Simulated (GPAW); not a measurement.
Sn:

```
CELL_PARAMETERS angstrom
0.00000 3.23334 3.23334
3.23334 0.00000 3.23334
3.23334 3.23334 0.00000
ATOMIC_POSITIONS crystal
Sn 0.75000 0.75000 0.75000
Sn 0.50000 0.50000 0.50000
```

This isn't the form of Sn at room conditions, which is tetragonal (white tin).

- Program: GPAW 26.7.0
- Task: relaxation of cell and atoms
- Functional: AM05
- Potentials or basis: PAW data sets generated in the run's folder for this functional
- Cutoff: 600 eV
- Basis: pw
- k mesh: 6 × 6 × 6
- Occupations: fermi-dirac, width 0.05 eV
- Spin: no spin polarisation

At the start: pressure 1.7 GPa; volume 33.80 Å³/atom.

Q: Where does the relaxation end?

A: Over 3 steps the energy falls by 6.6 meV/atom and the volume is 35.05 Å³/atom (+3.7 %); space group Fd-3m (No. 227, to 0.05 Å).

Step by step:
```tsv
step	energy change (eV)	largest force (eV/Å)	pressure (GPa)	volume (Å³)
1	0.0000	0.0000	1.66	67.61
2	-0.0048	0.0000	1.30	68.11
3	-0.0132	0.0000	0.05	70.10
```

Final structure:
```
CELL_PARAMETERS angstrom
0.00000 3.27264 3.27264
3.27264 0.00000 3.27264
3.27264 3.27264 0.00000
ATOMIC_POSITIONS crystal
Sn 0.75000 0.75000 0.75000
Sn 0.50000 0.50000 0.50000
```

Caveat: later steps reuse the first step's grids.
